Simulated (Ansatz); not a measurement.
# Sb (R-3m) in Ansatz: notebook

Runs on Sb. Level: LDA. Tasks: single point, equation of state.

All numbers are computed with Ansatz 0.2.0; they aren't measurements. Logs are shortened: lines on timing, memory, paths and dates and some standing lists are left out, and cuts for length are marked.

**1. The crystal as given**

It takes space group R-3m (No. 166, trigonal). The conventional cell has a = 4.308 Å, b = 4.308 Å, c = 11.274 Å, α = 90.00°, β = 90.00°, γ = 120.00°. Sb (site symmetry 3m) has 3 Sb at 2.91 Å as nearest neighbours.

**2. Single point, LDA, 28.39 Å³/atom (volume scaled by 0.94)**

Input file input.yaml:

```yaml
crystal:
  lattice:
    - [2.1102243954, 1.2183386227, 3.6812845966]
    - [-2.1102243954, 1.2183386227, 3.6812845966]
    - [0.0, -2.4366772455, 3.6812845966]
  atoms:
    - { symbol: Sb, position: [0.76651, 0.76651, 0.76651] }
    - { symbol: Sb, position: [0.23349, 0.23349, 0.23349] }
kpoints:
  mp_grid: { grid: [8, 8, 8] }
scf:
  occupations: { method: fermi_dirac, width: 0.05 }
hamiltonian:
  xc: lda
  pseudopotentials: { kind: all_electron, lapw: { basis_error: 0.001 } }
output:
  forces: true
  stress: true
  eigenvalues: true
```

Potentials or basis: all-electron LAPW, scalar-relativistic.

The run is started by

```
> ansatz run input.yaml --threads 1 --pin off --max-ram 3072MiB --backend cpu --events-out ev --progress --plain --runs-dir out
```

Log:

```text
Warning: RAYON_NUM_THREADS=1 ignored (pool sized by the plan → 1); use --threads N
LAPW: plane waves up to 7.986 Å⁻¹, error target 1.0e-3 eV per atom; small_component_spin mean_spin; Sb in spheres of 1.424 Å, 23 of its electrons in bands, Dirac shells [] (how accurate: hamiltonian.pseudopotentials.lapw.basis_error, Limitations)
Engine: ansatz 0.2.0, aarch64-unknown-linux-gnu
Pseudopotentials: kind: all_electron
Pseudopotential: Sb, LAPW, valence charge 23, lapw/all_electron/scalar/gaussian/Sb, Koelling and Harmon's equation, gaussian nucleus
Functional definition: SPW92
  exchange = slater_x
  correlation = pw_c
Crystal: 2 atoms, lattice volume = 56.787 Å³
Basis set: ecut = 243.0035540178596 eV, 495 PW (Γ), exchange–correlation at level 2
Bands: 28, of which v1, the nominal top of the filled ones, is band 23 counted from 1 (22 counted from 0)
Symmetry: 12 space group operations
Space group: R-3m (ITA 166), of the structure as read, at distance tolerance 3.8e-5 Å
k-points: 65 of 512
Non-local potential: Sb, projectors of the file, none
Initial density: superposition of atomic densities (chi_scale 0.1, normalization cell)
Initial wavefunctions: plane waves of lowest kinetic energy (no species holds an atomic orbital)
Functional: x = slater, c = lda
iter 1 solved again at ethr=1.90e-4 eV; its pass at ethr=1.00e-1 eV (dr2=8.73e-2 eV) is discarded
SCF iter   1: F=—  HF=-352439.388555 eV  |F-HF|=—  |Δ(HF+E_count)|=         —  Δρ=1.35e-2  dr2=8.84e-2  ethr=1.90e-4  ⟨swp⟩=3.0  Hψ=12044  notcnv=0
preconditioner: auto → Kerker (q_TF=auto, 2.634 Å⁻¹)  [metal: Δε(μ)=0.077 eV  Ē_g=9.821 eV  σ=0.050 eV  W_gap=0.33  n_scr=14 (ndim 8)  ℏωp=15.6 eV  f_vac=0.007  D(μ)=0.37/eV (n_scr^D=0)]
SCF iter   2: F=—  HF=-352439.372523 eV  |F-HF|=—  |Δ(HF+E_count)|=   1.60e-2  Δρ=9.08e-3  dr2=4.92e-2  ethr=1.90e-4  ⟨swp⟩=2.0  Hψ=5228  notcnv=0
SCF iter   3: F=—  HF=-352439.364501 eV  |F-HF|=—  |Δ(HF+E_count)|=   8.02e-3  Δρ=2.82e-3  dr2=6.90e-3  ethr=1.07e-4  ⟨swp⟩=2.0  Hψ=5233  notcnv=0
SCF iter   4: F=—  HF=-352439.361947 eV  |F-HF|=—  |Δ(HF+E_count)|=   2.55e-3  Δρ=1.17e-3  dr2=1.55e-3  ethr=1.50e-5  ⟨swp⟩=2.0  Hψ=5228  notcnv=0
SCF iter   5: F=—  HF=-352439.361663 eV  |F-HF|=—  |Δ(HF+E_count)|=         —  Δρ=4.38e-4  dr2=1.59e-4  ethr=3.37e-6  ⟨swp⟩=2.0  Hψ=5225  notcnv=0
the basis was enlarged: its passes take 66.2 KiB over the memory plan, 1 of 1 planned eigensolver slots
SCF iter   6: F=—  HF=-352439.361669 eV  |F-HF|=—  |Δ(HF+E_count)|=   5.95e-6  Δρ=1.95e-4  dr2=3.18e-5  ethr=3.45e-7  ⟨swp⟩=2.0  Hψ=5225  notcnv=0
iter 7 solved again at ethr=5.42e-9 eV; its pass at ethr=6.90e-8 eV (dr2=2.49e-6 eV) is discarded
SCF iter   7: F=—  HF=-352439.361663 eV  |F-HF|=—  |Δ(HF+E_count)|=   5.84e-6  Δρ=5.77e-5  dr2=2.49e-6  ethr=5.42e-9  ⟨swp⟩=2.0  Hψ=8948  notcnv=0
SCF iter   8: F=—  HF=-352439.361662 eV  |F-HF|=—  |Δ(HF+E_count)|=   7.10e-7  Δρ=1.30e-5  dr2=1.00e-7  ethr=5.41e-9  ⟨swp⟩=2.0  Hψ=5228  notcnv=0
SCF iter   9: F=-352439.361662 eV  HF=-352439.361662 eV  |F-HF|=1.75e-9  |Δ(HF+E_count)|=   3.38e-9  Δρ=4.26e-6  dr2=1.37e-8  ethr=2.18e-10  ⟨swp⟩=2.0  Hψ=5225  notcnv=0
SCF 1 converged in 9 iterations: F = -352439.361662 eV  dr2 = 1.37e-8
SCF converged after 9 iterations
Free energy (F): -352439.361662 eV
Harris-Foulkes:  -352439.361662 eV  (|F-HF|=1.75e-9)
Internal energy: -352439.358716 eV  (E = F + TS)
E sigma→0 (E₀):  -352439.360189 eV
Entropy (-TS):   -0.002946 eV (-1.473 meV/atom)
Fermi energy:    13.624338 eV
--- Per-component energies (eV) ---
  E_band       = -1762.100932
  E_kinetic    = 371334.989336
  E_xc         = -8987.700153
  E_electrostatic = -714786.647900  (all electrons and nuclei)
  E_smearing   = -0.002946  (= −TS)
  E_closure    = 0.000000  (closes the sum)
  E_atoms      = -352429.757022  (free atoms, spherical and without spin; not in F)
  Σ components = -352439.361662   (vs F -352439.361662, Δ=0.00e0)
  Basis errors (estimates in eV, not in F): energy 3.9e-4 per atom: plane waves 3.7e-4 (2.0e-4 summed), levels above the bands 5.9e-47, relativity 4.3e-9, radial functions 2.4e-5, core shells 8.3e-9; eigenvalues (radial functions only) 3.0e-7; not estimated: angular momenta, meshes, grids; target (lapw.basis_error) 1.0e-3; muffin-tin radii Sb 1.424 Å
--- Forces (eV/Å), atoms counted from 1 ---
  atom   1  Sb     0.00000000     0.00000000    -0.34940051
  atom   2  Sb     0.00000000    -0.00000000     0.34940051
  max |Σ_I F_I| component: 4.63e-18 eV/Å
--- Stress (GPa, compression-positive) ---
        3.163651      -0.000000       0.000000
       -0.000000       3.163651       0.000000
        0.000000       0.000000       1.957568
  P = ⅓ Tr σ = 2.7616 GPa (27.616 kbar)
--- Band table (eV; the first three rows and the last of 65) ---
  k-point 0: bands = ["-130.5270", "-130.5260", "-83.6625", "-83.6625", "-83.6566", "-83.6566", "-83.6456", "-83.6412", "-15.8947", "-15.8947", "-15.7816", "-15.7816", "-15.7568", "-15.6391", "-15.6391", "-15.6371", "-15.5459", "-15.5459", "0.2766", "8.8913", "11.3219", "11.6344", "11.6344", "15.6548", "16.3194", "16.3194", "18.7043", "18.7043"]
  k-point 1: bands = ["-130.5270", "-130.5260", "-83.6625", "-83.6624", "-83.6568", "-83.6566", "-83.6454", "-83.6413", "-15.8869", "-15.8837", "-15.7779", "-15.7751", "-15.7518", "-15.6443", "-15.6441", "-15.6407", "-15.5570", "-15.5542", "0.4600", "8.0388", "11.3674", "11.5903", "11.9790", "15.5584", "15.8639", "15.8974", "18.0840", "18.5915"]
  k-point 2: bands = ["-130.5269", "-130.5261", "-83.6625", "-83.6620", "-83.6575", "-83.6566", "-83.6448", "-83.6416", "-15.8661", "-15.8526", "-15.7688", "-15.7573", "-15.7369", "-15.6626", "-15.6591", "-15.6473", "-15.5867", "-15.5760", "1.0053", "6.4168", "11.3902", "11.5139", "12.4662", "14.8269", "14.9252", "15.0051", "18.4543", "19.1584"]
  k-point 64: bands = ["-130.5269", "-130.5260", "-83.6621", "-83.6621", "-83.6570", "-83.6570", "-83.6449", "-83.6419", "-15.8329", "-15.8329", "-15.7580", "-15.7580", "-15.7307", "-15.6607", "-15.6566", "-15.6566", "-15.6134", "-15.6134", "1.9351", "4.2073", "12.1511", "12.1511", "13.1059", "13.6054", "13.6054", "14.7423", "20.6707", "22.6976"]
```

It took 16 s on 1 thread of Arm Neoverse V2, shared host; peak memory 0.36 GiB.

What came out:

```yaml
Free_energy: -352439.3617 eV
Pressure: 2.8 GPa
Largest_force: 0.349 eV/Å
Band_gap_on_the_k_mesh: none (metal or under the smearing width)
```

**3. Single point, LDA, 29.00 Å³/atom (volume scaled by 0.96)**

input.yaml: that of step 2 with these lines changed.

```diff
@@ -2,5 +2,5 @@
   lattice:
-    - [2.1102243954, 1.2183386227, 3.6812845966]
-    - [-2.1102243954, 1.2183386227, 3.6812845966]
-    - [0.0, -2.4366772455, 3.6812845966]
+    - [2.1250856202, 1.2269187549, 3.7072099901]
+    - [-2.1250856202, 1.2269187549, 3.7072099901]
+    - [0.0, -2.4538375098, 3.7072099901]
   atoms:
```

Potentials or basis: all-electron LAPW, scalar-relativistic.

The run is started by

```
> ansatz run input.yaml --threads 1 --pin off --max-ram 3072MiB --backend cpu --events-out ev --progress --plain --runs-dir out
```

It took 16 s on 1 thread of Arm Neoverse V2, shared host; peak memory 0.36 GiB.

The run converged. Its results:

```yaml
Free_energy: -352439.3768 eV
Pressure: 1.3 GPa
Largest_force: 0.229 eV/Å
Band_gap_on_the_k_mesh: none (metal or under the smearing width)
```

**4. Single point, LDA, 29.60 Å³/atom (volume scaled by 0.98)**

input.yaml: that of step 3 with these lines changed.

```diff
@@ -2,5 +2,5 @@
   lattice:
-    - [2.1250856202, 1.2269187549, 3.7072099901]
-    - [-2.1250856202, 1.2269187549, 3.7072099901]
-    - [0.0, -2.4538375098, 3.7072099901]
+    - [2.1397418462, 1.2353805309, 3.7327777635]
+    - [-2.1397418462, 1.2353805309, 3.7327777635]
+    - [0.0, -2.4707610619, 3.7327777635]
   atoms:
```

The run is started by

```
> ansatz run input.yaml --threads 1 --pin off --max-ram 3072MiB --backend cpu --events-out ev --progress --plain --runs-dir out
```

Run time: 16 s. Hardware: 1 thread of Arm Neoverse V2, shared host; peak memory 0.36 GiB.

The run converged. Its results:

- Free energy: -352439.3816 eV
- Pressure: 0.0 GPa
- Largest force: 0.117 eV/Å
- Band gap on the k mesh: none (metal or under the smearing width)

**5. Single point, LDA, 30.21 Å³/atom**

input.yaml: that of step 4 with these lines changed.

```diff
@@ -2,5 +2,5 @@
   lattice:
-    - [2.1397418462, 1.2353805309, 3.7327777635]
-    - [-2.1397418462, 1.2353805309, 3.7327777635]
-    - [0.0, -2.4707610619, 3.7327777635]
+    - [2.1542, 1.2437279499, 3.758]
+    - [-2.1542, 1.2437279499, 3.758]
+    - [0.0, -2.4874558998, 3.758]
   atoms:
```

The run is started by

```
> ansatz run input.yaml --threads 1 --pin off --max-ram 3072MiB --backend cpu --events-out ev --progress --plain --runs-dir out
```

It took 16 s on 1 thread of Arm Neoverse V2, shared host; peak memory 0.36 GiB.

The run converged. Its results:

| Quantity | Value |
| --- | --- |
| Free energy | -352439.3770 eV |
| Pressure | -1.2 GPa |
| Largest force | 0.012 eV/Å |
| Band gap on the k mesh | none (metal or under the smearing width) |

**6. Single point, LDA, 30.81 Å³/atom (volume scaled by 1.02)**

input.yaml: that of step 5 with these lines changed.

```diff
@@ -2,5 +2,5 @@
   lattice:
-    - [2.1542, 1.2437279499, 3.758]
-    - [-2.1542, 1.2437279499, 3.758]
-    - [0.0, -2.4874558998, 3.758]
+    - [2.1684666409, 1.2519647989, 3.7828881425]
+    - [-2.1684666409, 1.2519647989, 3.7828881425]
+    - [0.0, -2.5039295978, 3.7828881425]
   atoms:
```

Potentials or basis: all-electron LAPW, scalar-relativistic.

The run is started by

```
> ansatz run input.yaml --threads 1 --pin off --max-ram 3072MiB --backend cpu --events-out ev --progress --plain --runs-dir out
```

Wall time 16 s (1 thread of Arm Neoverse V2, shared host); peak memory 0.36 GiB.

Results (log left out):

* Free energy: -352439.3642 eV
* Pressure: -2.2 GPa
* Largest force: 0.085 eV/Å
* Band gap on the k mesh: none (metal or under the smearing width)

**7. Single point, LDA, 31.41 Å³/atom (volume scaled by 1.04)**

input.yaml: that of step 6 with these lines changed.

```diff
@@ -2,5 +2,5 @@
   lattice:
-    - [2.1684666409, 1.2519647989, 3.7828881425]
-    - [-2.1684666409, 1.2519647989, 3.7828881425]
-    - [0.0, -2.5039295978, 3.7828881425]
+    - [2.1825479877, 1.2600946682, 3.8074530396]
+    - [-2.1825479877, 1.2600946682, 3.8074530396]
+    - [0.0, -2.5201893365, 3.8074530396]
   atoms:
```

The run is started by

```
> ansatz run input.yaml --threads 1 --pin off --max-ram 3072MiB --backend cpu --events-out ev --progress --plain --runs-dir out
```

Run time: 15 s. Hardware: 1 thread of Arm Neoverse V2, shared host; peak memory 0.36 GiB.

Results (log left out):

- Free energy: -352439.3440 eV
- Pressure: -3.1 GPa
- Largest force: 0.174 eV/Å
- Band gap on the k mesh: none (metal or under the smearing width)

**8. Single point, LDA, 32.02 Å³/atom (volume scaled by 1.06)**

input.yaml: that of step 7 with these lines changed.

```diff
@@ -2,5 +2,5 @@
   lattice:
-    - [2.1825479877, 1.2600946682, 3.8074530396]
-    - [-2.1825479877, 1.2600946682, 3.8074530396]
-    - [0.0, -2.5201893365, 3.8074530396]
+    - [2.1964499421, 1.2681209653, 3.8317049867]
+    - [-2.1964499421, 1.2681209653, 3.8317049867]
+    - [0.0, -2.5362419306, 3.8317049867]
   atoms:
```

The run is started by

```
> ansatz run input.yaml --threads 1 --pin off --max-ram 3072MiB --backend cpu --events-out ev --progress --plain --runs-dir out
```

Run time: 15 s. Hardware: 1 thread of Arm Neoverse V2, shared host; peak memory 0.35 GiB.

The run converged. Its results:

```yaml
Free_energy: -352439.3171 eV
Pressure: -4.0 GPa
Largest_force: 0.257 eV/Å
Band_gap_on_the_k_mesh: none (metal or under the smearing width)
```

**9. Equation of state, LDA**

Potentials or basis: all-electron LAPW, scalar-relativistic.

This step only gathers the single runs of the series.

What came out:

* Equilibrium volume: 29.60 Å³/atom
* Bulk modulus at fixed shape and positions: 60 GPa
* Pressure derivative of the bulk modulus: 4.5

Energy against volume, from the lowest point:
| volume (Å³/atom) | energy (meV/atom) |
| --- | --- |
| 28.393 | 9.96 |
| 28.998 | 2.37 |
| 29.602 | 0.00 |
| 30.206 | 2.27 |
| 30.810 | 8.69 |
| 31.414 | 18.81 |
| 32.018 | 32.26 |

Caveat: the cell was scaled at fixed shape and fractional positions, which overstates the stiffness of a crystal with free parameters, most of all of layers and chains. The run has no spin-orbit coupling, so splittings on Sb are missing.
